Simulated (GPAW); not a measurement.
Runs of GPAW 26.7.0 on Zr2O. The structure is cubic, space group Pn-3m (No. 224). Conventional cell: a = 4.876 Å, b = 4.876 Å, c = 4.876 Å, α = 90.00°, β = 90.00°, γ = 90.00°. Zr (site symmetry -3m) is surrounded by 2 O at 2.11 Å. O (site symmetry -43m) is surrounded by 4 Zr at 2.11 Å. The cell comes from a database or a generator and needn't be the stable form of this composition.

| level | spin | U | k mesh | band points | spin axis theta (degrees) | spin axis phi (degrees) | soc after scf | pressure (GPa) |
| --- | --- | --- | --- | --- | --- | --- | --- | --- |
| PBEsol+U | off | Zr d U = 2 eV | 5 × 5 × 5 | 100 | - | - | - | -3.4 |
| PBEsol+U | off | Zr d U = 1 eV | 5 × 5 × 5 | 100 | - | - | - | (a) |
| PBEsol+U | off | Zr d U = 4 eV | 5 × 5 × 5 | 100 | - | - | - | (b) |
| PBEsol | SOC, no magnetisation | - | 6 × 6 × 6 | 80 | 90 | 45 | second variation | -6.9 |
| PBEsol | off | - | 5 × 5 × 5 | 100 | - | - | - | -6.8 |

Alike in all rows: task band structure; potentials or basis PAW data sets generated in the run's folder for this functional, pw; cell as given; cutoff (eV) 800; smearing fermi-dirac 0.05 eV.

Question: Fill in the values left out.

Answer: (a) -5.2; (b) 0.4.

Caveats: U without spin polarisation on a metal has little footing (some runs); spin-orbit coupling was added after a scalar SCF, so levels and gaps hold it while energy, forces, pressure and moments don't (some runs).
